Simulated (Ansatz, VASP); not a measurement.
# Cr: VASP beside Ansatz

```xyz
1
Lattice="-1.4150 1.4150 1.4150 1.4150 -1.4150 1.4150 1.4150 1.4150 -1.4150" Properties=species:S:1:pos:R:3 pbc="T T T"
Cr    0.0000    0.0000    0.0000
```

Alike in both runs: task single point; functional r2SCAN; k mesh 15 × 15 × 15; occupations gaussian, width 0.1 eV; no spin polarisation.

|  | VASP | Ansatz |
| --- | --- | --- |
| version | VASP 6.6.1 | Ansatz 0.2.0 |
| potentials or method | VASP PAW PBE potentials, release 64 (Cr_pv) | plane waves (500 eV) with PAW, scalar-relativistic |
| plane-wave cutoff (eV) | 520 | 500 |
| valence electrons in the cell | 12 | 14 |

```csv
,VASP,Ansatz,Ansatz less VASP
pressure (GPa),0.6,-0.1,-0.66
```

The functional is the same, so the differences come from potentials, cutoffs and numerics. The two sets of potentials don't hold the same shells in valence.

Caveats: the PAW data sets were made with another functional, which shifts forces and pressure a little (VASP); the run has no spin polarisation, though such a crystal can be magnetic. Spin polarisation is off, so any magnetic state and its effect on volume and gap are missing.
